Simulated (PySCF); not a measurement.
Job file and geometry (Å, from GFN2-xTB) of an NMR shielding run on acetic acid (CC(=O)O, C₂H₄O₂), PySCF, GIAO PBE0/pcSseg-1 NMR shielding, non-relativistic, gas phase; density fitting, a coarse starting grid and PySCF grid level 2 are the driver's defaults:

```
{"job": {"kind": "nmr", "xc": "PBE0", "basis": "pcSseg-1"}, "charge": 0, "multiplicity": 1}
C     -0.957572    -0.057799    -0.118174
C      0.486545     0.327931     0.021146
O      0.928922     1.441383    -0.048789
O      1.264672    -0.741780     0.241993
H     -1.283426    -0.557317     0.791035
H     -1.560160     0.826951    -0.296529
H     -1.062631    -0.756291    -0.944732
H      2.192708    -0.473666     0.329486
```

**Question.** Write the output of this run.

**Answer.** 
```
coarse grid: 6824 points
cycle   1  E = -228.6210523804  dE =  6.285e-01  |g| = 9.003e-01  |ddm| = 2.379e+00
cycle   2  E = -228.3294830592  dE =  2.916e-01  |g| = 1.554e+00  |ddm| = 1.525e+00
cycle   3  E = -228.7569554031  dE = -4.275e-01  |g| = 2.716e-01  |ddm| = 1.104e+00
cycle   4  E = -228.7701357583  dE = -1.318e-02  |g| = 6.509e-02  |ddm| = 1.870e-01
cycle   5  E = -228.7707648291  dE = -6.291e-04  |g| = 2.008e-02  |ddm| = 4.193e-02
cycle   6  E = -228.7708539830  dE = -8.915e-05  |g| = 3.501e-03  |ddm| = 1.446e-02
cycle   7  E = -228.7708563402  dE = -2.357e-06  |g| = 8.293e-04  |ddm| = 2.366e-03
final grid: 66320 points
cycle   8  E = -228.8148292275  dE = -6.840e-06  |g| = 1.141e-02  |ddm| = 1.467e-02
cycle   9  E = -228.8147874099  dE =  4.182e-05  |g| = 1.902e-02  |ddm| = 1.688e-02
cycle  10  E = -228.8148516711  dE = -6.426e-05  |g| = 2.383e-03  |ddm| = 1.130e-02
cycle  11  E = -228.8148527011  dE = -1.030e-06  |g| = 2.521e-04  |ddm| = 1.401e-03
cycle  12  E = -228.8148527105  dE = -9.334e-09  |g| = 9.347e-05  |ddm| = 1.662e-04
cycle  13  E = -228.8148527124  dE = -1.954e-09  |g| = 8.582e-06  |ddm| = 7.075e-05
cycle  14  E = -228.8148527125  dE = -1.563e-11  |g| = 1.042e-06  |ddm| = 7.188e-06
converged SCF energy = -228.8148527125

GIAO shielding tensors (ppm)
atom      isotropic    diamagn.    paramagn.     s11        s22        s33       span
  0 C      165.632     249.144     -83.511    145.347    158.241    193.310     47.963
  1 C       12.223     248.544    -236.320    -94.517     53.240     77.948    172.465
  2 O     -119.772     401.520    -521.292   -376.284   -227.462    244.431    620.715
  3 O      125.384     392.824    -267.440    -26.537    145.149    257.541    284.078
  4 H       29.456      28.833       0.622     26.033     28.212     34.122      8.089
  5 H       29.899      29.077       0.822     25.980     28.414     35.302      9.323
  6 H       29.460      28.832       0.629     26.035     28.219     34.125      8.090
  7 H       25.746      31.051      -5.306     20.060     23.264     33.912     13.851
```

**Question.** Turn these shieldings into chemical shifts. δ = σ(ref) − σ, references computed at the same level: TMS for $^{13}$C (σ = 186.93 ppm) and $^{1}$H (σ = 31.72 ppm); $^{17}$O (σ = 336.08 ppm) against H2O.

**Answer.** Averaging equivalent atoms: C 1: 174.7; C 0: 21.3; O 2: 455.9; O 3: 210.7; H 7: 5.97; H 4/5/6: 2.11 ppm. Unscaled 17O shifts of doubly bonded oxygen tend to come out too high, by tens of ppm or more. Experimental scales use liquid or dissolved standards, which lie at an offset from isolated H2O (liquid H2O: subtract about 36 ppm).

Size and cost of the density-fitted run: 88 basis functions, 3.8 s wall time on 1 thread of an Arm Neoverse V2, shared host.
